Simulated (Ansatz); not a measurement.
Runs of Ansatz 0.2.0 on SnTe. The structure is cubic, space group Fm-3m (No. 225). The conventional cell has a = 6.302 Å, b = 6.302 Å, c = 6.302 Å, α = 90.00°, β = 90.00°, γ = 90.00°. Around Te (site symmetry m-3m) lie 6 Sn at 3.15 Å. Around Sn (site symmetry m-3m) lie 6 Te at 3.15 Å. 

| task | level | spin | cell | points for each segment of the path | pressure (GPa) | relaxed volume (Å³/atom) |
| --- | --- | --- | --- | --- | --- | --- |
| relaxation of cell and atoms | PBE+D4 | off | relaxed | - | 0.0 | 31.28 |
| relaxation of cell and atoms | PBE+D3(BJ) | off | relaxed | - | 0.0 | 31.37 |
| band structure | PBE | off | as given | 14 | 2.2 | - |
| band structure | PBE | SOC, no magnetisation | as given | 14 | 2.2 | - |
| relaxation of cell and atoms | PBE+D3(BJ)-ATM | off | relaxed | - | 0.0 | (a) |

Alike in all rows: potentials or basis Ansatz PAW; k mesh 7 × 7 × 7; cutoff (eV) 420; smearing fermi-dirac 0.05 eV.

Question: Fill in the values left out.

Answer: (a) 31.47.

Caveats: the plane-wave basis is chosen anew once the cell has moved, so the energies of steps on either side of that aren't comparable (some runs).
